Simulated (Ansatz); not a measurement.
Ga:

```
Ga
1.0
     1.38300   -4.02650    0.00000
     1.38300    4.02650    0.00000
    -0.11745    0.00000    3.32993
Ga
2
Direct
  0.13100 0.86900 0.75000
  0.86900 0.13100 0.25000
```

This isn't the form of Ga at room conditions, which is orthorhombic.

* Program: Ansatz 0.2.0
* Task: relaxation of cell and atoms
* Functional: PBEsol
* Potentials or basis: all-electron LAPW, scalar-relativistic
* Basis error allowed: 0.001 eV/atom
* k mesh: 7 × 7 × 6
* Occupations: fermi-dirac, width 0.05 eV
* Spin: no spin polarisation

At the start: volume 18.54 Å³/atom.

Q: Where does the relaxation end?

A: Over 12 steps the energy falls by 18.3 meV/atom and the volume is 18.07 Å³/atom (-2.5 %); space group C2/c (No. 15, to 0.05 Å).

The path:
| step | energy change (eV) | largest force (eV/Å) | volume (Å³) |
| --- | --- | --- | --- |
| 1 | 0.0000 | 0.1408 | 37.09 |
| 2 | -0.0101 | 0.0207 | 35.83 |
| 3 | -0.0114 | 0.0021 | 36.07 |
| 4 | -0.0137 | 0.0228 | 36.07 |
| 5 | -0.0173 | 0.0235 | 36.12 |
| 6 | -0.0300 | 0.0791 | 35.97 |
| 7 | -0.0321 | 0.1253 | 36.68 |
| 8 | -0.0348 | 0.0608 | 35.94 |
| 9 | -0.0358 | 0.0171 | 36.19 |
| 10 | -0.0366 | 0.0064 | 36.23 |
| 11 | -0.0367 | 0.0025 | 36.15 |
| 12 | -0.0367 | 0.0023 | 36.15 |

Final structure:
```
Ga
1.0
     1.30776   -4.04634   -0.03207
     1.30776    4.04634   -0.03207
    -0.18827    0.00000    3.41995
Ga
2
Direct
  0.13159 0.86841 0.75000
  0.86841 0.13159 0.25000
```

Caveat: the k mesh is thin for a metal, which can move the energy by tens of meV per atom.
